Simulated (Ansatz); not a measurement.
Runs of Ansatz 0.2.0 on PbS. Symmetry: Cmcm, No. 63, orthorhombic system. The conventional cell has a = 4.160 Å, b = 11.983 Å, c = 4.279 Å, α = 90.00°, β = 90.00°, γ = 90.00°. Pb (site symmetry m2m) is surrounded by 5 S at 2.69 to 2.99 Å. S (site symmetry m2m) is surrounded by 5 Pb at 2.69 to 2.99 Å. Measurements of this composition are mostly on another form, of space group No. 225.

```tsv
task	level	potentials or basis	cell	k mesh	cutoff (eV)	gap on the mesh (eV)	pressure (GPa)	V0 of scaled cells (Å³/atom)	relaxed volume (Å³/atom)	B0 (GPa)	largest force (eV/Å)
equation of state	revPBE	Ansatz PAW	as given	7 × 7 × 6	420	-	-	27.96	-	46	-
relaxation of cell and atoms	rPW86-PBE+rVV10	Ansatz PAW	relaxed	7 × 7 × 6	420	1.23	0.0	-	26.99	-	0.01
equation of state	PBE	SPMS NC	as given	7 × 7 × 6	544	-	-	27.19	-	51	-
relaxation of cell and atoms	PBE	Ansatz PAW	relaxed	7 × 7 × 6	420	1.28	0.0	-	(b)	-	-
relaxation of cell and atoms	PBEsol+D4	Ansatz PAW	relaxed	7 × 7 × 6	420	1.05	0.0	-	(a)	-	-
single point	PBE	Ansatz PAW	as given	5 × 5 × 5	420	1.23	1.1	-	-	-	0.10
equation of state	PBE	Ansatz PAW large core	as given	7 × 7 × 6	420	-	-	27.21	-	51	-
equation of state	r2SCAN+D3(BJ)	Ansatz PAW	as given	7 × 7 × 6	500	-	-	26.17	-	59	-
```

Alike in all rows: no spin polarisation; smearing fermi-dirac 0.05 eV.

**Question.** Estimate the missing entries.

**Answer.** (a) 24.33; (b) 27.53.

Caveats: the cell was scaled at fixed shape and fractional positions, which overstates the stiffness of a crystal with free parameters, most of all of layers and chains (some runs); odd divisions of the mesh miss points on the zone boundary, where band edges often lie, so the gap on the mesh can be too wide (some runs); spin-orbit coupling is left out, which as a rule narrows the gap of such compounds by several tenths of an eV (some runs); the plane-wave basis is chosen anew once the cell has moved, so the energies of steps on either side of that aren't comparable (some runs); the PAW data sets come from PBE, with cores solved anew for the run's functional, which leaves a small shift of forces and pressure (some runs); the potentials were made for another functional, which shifts forces and pressure (some runs); this set keeps more shells in the core, which shifts pressures and gaps (some runs).

A k mesh can miss the band edges, and the runs leave out spin-orbit coupling on Pb.
